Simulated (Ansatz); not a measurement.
Relaxed ZrO₂ (baddeleyite type, space group P2_1/c):

```
ZrO2
1.0
    5.18930     0.00000     0.00000
    0.00000     5.24180     0.00000
   -0.90344     0.00000     5.30261
Zr O
4 8
Direct
  0.27571   0.04384   0.21016
  0.72429   0.54384   0.28984
  0.72429   0.95616   0.78984
  0.27571   0.45616   0.71016
  0.06488   0.32613   0.35022
  0.93512   0.82613   0.14978
  0.93512   0.67387   0.64978
  0.06488   0.17387   0.85022
  0.45109   0.75674   0.47528
  0.54891   0.25674   0.02472
  0.54891   0.24326   0.52472
  0.45109   0.74326   0.97528
```

A phonon eigenvector at Γ is frozen into this cell: atom i moves by Q times the vector below, so Q is the largest atomic displacement, in Å. The cell is held.

| atom | x | y | z |
|---|---|---|---|
| Zr1 | -0.261 | 0.017 | -0.090 |
| Zr2 | -0.261 | -0.017 | -0.090 |
| Zr3 | -0.261 | 0.017 | -0.090 |
| Zr4 | -0.261 | -0.017 | -0.090 |
| O5 | 0.668 | 0.365 | 0.648 |
| O6 | 0.668 | -0.365 | 0.648 |
| O7 | 0.668 | 0.365 | 0.648 |
| O8 | 0.668 | -0.365 | 0.648 |
| O9 | 0.820 | -0.531 | -0.137 |
| O10 | 0.820 | 0.531 | -0.137 |
| O11 | 0.820 | -0.531 | -0.137 |
| O12 | 0.820 | 0.531 | -0.137 |

All values below come from PBE (plane waves to 420 eV, PAW, scalar-relativistic; Ansatz, a quantum-chemistry and plane-wave program). k mesh 5×5×5 (Γ-centred), Fermi-Dirac smearing 0.05 eV. E stands for the smeared free energy. The PAW data are Ansatz's earlier set. ZrO2 is run without spin polarisation. ZrO2 was relaxed with its symmetry unable to fall. The zero of ΔE is the undisplaced structure.

| Q (Å) | ΔE (meV/cell) |
|---|---|
| -0.2800 | 2399 |
| -0.2333 | 1567 |
| -0.1867 | 951 |
| -0.1400 | 513 |
| -0.0933 | withheld |
| -0.0467 | 54 |
| 0.0000 | 0 |
| 0.0467 | 54 |
| 0.0933 | withheld |
| 0.1400 | 513 |
| 0.1867 | 951 |
| 0.2333 | 1567 |
| 0.2800 | 2399 |

Fit an even polynomial form (powers 2, 4) to the given rows and predict ΔE at Q = -0.0933.

Least squares on the 11 given rows: ΔE = (24660)·Q² + (75750)·Q⁴, in meV/cell with Q in Å; root-mean-square residual 0.4 meV/cell. At -0.0933 the fit gives 220 meV/cell; the calculation gives 221 meV/cell, so the interpolation is off by -1 (-0.5 %). The quadratic term alone would give 215 meV/cell.

(For displaced atoms, the force is minus the slope of the energy, and its curvature is a force constant, which sets phonon frequencies.)
